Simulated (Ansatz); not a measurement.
CuO:

```
CELL_PARAMETERS angstrom
2.83633 0.00000 0.00000
-1.41816 2.45633 0.00000
0.00000 0.00000 2.76811
ATOMIC_POSITIONS crystal
Cu 0.00000 0.00000 0.00000
O 0.66667 0.33333 0.50000
```

Measurements of this composition are mostly on another form, of space group No. 15.

* Program: Ansatz 0.2.0
* Task: single point
* Functional: PBE
* Potentials or basis: Ansatz PAW
* Cutoff: 420 eV (not typed: the program's choice for these potentials)
* k mesh: 11 × 11 × 10
* Occupations: fermi-dirac, width 0.05 eV
* Spin: no spin polarisation

On this cell: pressure -0.5 GPa; largest force under 0.003 eV/Å; band gap on the k mesh none (metal or under the smearing width).

The same run follows on a disturbed copy (atoms moved at random, drawn with an rms of 0.05 Å):

```
CELL_PARAMETERS angstrom
2.83633 0.00000 0.00000
-1.41816 2.45633 0.00000
0.00000 0.00000 2.76811
ATOMIC_POSITIONS crystal
Cu 0.01187 0.00460 0.98089
O 0.64528 0.32784 0.50761
```

**Question.** What does the disturbed cell give?

**Answer.** The energy (extrapolated to zero smearing) moves by +2.9 meV/atom; pressure 0.4 GPa; largest force 0.280 eV/Å; band gap on the k mesh none (metal or under the smearing width).

Forces in eV/Å, atoms in the order of the input:
```
Cu   0.049 -0.027  0.274
O   -0.049  0.027 -0.274
```

Stress tensor (GPa, compression positive):
```
 4.00 -0.41 -0.75
-0.41  3.65 -0.28
-0.75 -0.28 -6.39
```

Caveats: an odd number of electrons without spin polarisation forces a metal; a magnetic or distorted state may lie lower; the run has no spin polarisation, though such a crystal can be magnetic; semilocal functionals often make such compounds metallic where correlation or magnetic order opens a gap, which also shifts bond lengths.
